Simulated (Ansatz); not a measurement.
## Relaxing Ge

Theory: DFT r2SCAN, scalar-relativistic, plane waves, PAW (Ansatz 0.2.0). Cutoff 500 eV, Γ-centred k mesh, Gaussian smearing, no spin polarisation in the final step.

This is the end of a relaxation of cell and atoms.

```
Ge
1.0
    -2.56622    2.56622    1.41686
     2.56622   -2.56622    1.41686
     2.56622    2.56622   -1.41686
Ge
2
Direct
  0.25000 0.75000 0.50000
  0.50000 0.50000 0.00000
```

Energies count from the standard state of Ge at the same level.

Problem. What space group does it have?

Solution. I4_1/amd (No. 141). Conventional cell: a = 5.132 Å, c = 2.834 Å. Around Ge lie 4 Ge at 2.66 Å and 2 Ge at 2.83 Å.

Problem. How far above the standard state of Ge does it lie?

Solution. 0.36 eV/atom.

Problem. Is it a metal?

Solution. Yes, bands cross the Fermi level on the 22×22×22 mesh.

The final run used a 22×22×22 mesh on its 2-atom cell and 0.10 eV smearing. For metals, differences of a few meV/atom aren't resolved.

This form isn't the element's structure at ambient conditions.